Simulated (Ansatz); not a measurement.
## TiO2 at a changed volume: Electric field gradients

The cell is a COD entry, relaxed with PBE at fixed cell and then changed (volume scaled by 0.98, ions relaxed).

Space group P4_2/mnm (No. 136); a = 4.5632, c = 2.9391 Å.

```csv
site,Wyckoff,site symmetry,x,y,z
Ti,2a,m.mm,0.0000,0.0000,0.0000
O,4f,m.2m,0.3036,0.3036,0.0000
```

One atom of each set is listed.

All values are calculated (Ansatz; DFT, PBE, plane waves and PAW, scalar-relativistic, 420 eV cutoff, Γ-centred 7×7×10 k-points, Fermi–Dirac smearing 0.02 eV), not measured.

Conventions: |V_zz| ≥ |V_yy| ≥ |V_xx|, η = (V_xx − V_yy)/V_zz, C_Q = eQV_zz/h.

Ti-47: I = 5/2, Q = 302.0 mb; 17O: I = 5/2, Q = -25.58 mb. Nuclear quadrupole moments: year-2017 set (Pyykkö).

Problem. What field gradients does the calculation give at each kind of site?

Solution. 

```
site  atoms          first shell  V_xx, V_yy, V_zz (10²¹ V/m²)     η  C_Q (MHz)
  Ti      2   6 O at 1.94–1.96 Å             0.78, 1.02, -1.80  0.14      -13.2
   O      4  3 Ti at 1.94–1.96 Å            0.011, 2.33, -2.34  0.99       1.45
```

At this changed cell the PBE pressure is 10 GPa. Where η is near 1 the sign of V_zz means little.

The relaxation (3 steps) took 13 s of wall time (12 s of CPU time) and 0.46 GiB at its peak, on 1 thread of Intel Xeon 6975P-C (Granite Rapids) (x86_64; 16 cores open to the job, memory cap 3.0 GiB, no GPU), a shared host with a load of 2.0 a core.
